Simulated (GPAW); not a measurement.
Here is a GPAW 26.7.0 calculation.

The input run.py:

```python
from ase.calculators.mixing import SumCalculator
from ase.filters import FrechetCellFilter
from ase.io import read, write
from ase.optimize import BFGS
from dftd3.ase import DFTD3
from gpaw import GPAW, PW, setup_paths

setup_paths.insert(0, '.')

atoms = read('Cu.xyz')

calc = GPAW(mode=PW(600),
            xc='PBEsol',
            kpts={'size': (8, 8, 8), 'gamma': True},
            occupations={'name': 'fermi-dirac', 'width': 0.05},
            nbands=14,
            convergence={'density': 1e-05, 'forces': 0.0001},
            maxiter=150,
            txt='gpaw.txt')
atoms.calc = SumCalculator([calc, DFTD3(method='pbesol', damping='d3bj')])
opt = BFGS(FrechetCellFilter(atoms), trajectory='relax.traj', logfile='-')
done = opt.run(fmax=0.02, steps=60)
calc.write('gs.gpw')
write('result.traj', atoms)
print('Converged:', done)
print('Cell:', atoms.cell.cellpar().round(4))
print('Volume:', round(atoms.get_volume(), 4))
print(atoms.get_scaled_positions().round(5))
```

File Cu.xyz:

```xyz
1
Lattice="-1.4539857600 1.4643106900 1.3739820400 1.4487133000 -1.4679854000 1.3723068300 1.4251542200 1.4391538600 -1.3778349000" Properties=species:S:1:pos:R:3 pbc="T T T"
Cu     0.0000000000      0.0000000000      0.0000000000
```

Potentials or basis: PAW data sets generated in the run's folder for this functional, pw.

Launch:

```sh
$ gpaw-setup -f PBEsol Cu
$ OMP_NUM_THREADS=1 python run.py
```

(1) What does it give for the dispersion energy per atom?

(2) What does it give for the relaxed volume?

(3) Estimate the relaxed cell.

(4) Predict the space group after relaxing (to 0.05 Å).

Answers

(1) -0.563 eV.

(2) 11.00 Å³/atom.

(3) a = 2.494 Å, b = 2.498 Å, c = 2.493 Å, α = 119.88°, β = 90.15°, γ = 119.95°.

(4) Fm-3m (No. 225).

Caveat: the k mesh is coarse (spacing up to 0.40 Å⁻¹), so the values aren't converged; with this Cu data set, volumes or pressures lay over 1.5 % or 2 GPa off other programs in two to four cells of ten; later steps reuse the first step's grids; pairwise dispersion overbinds metals, which lowers pressure and volume.
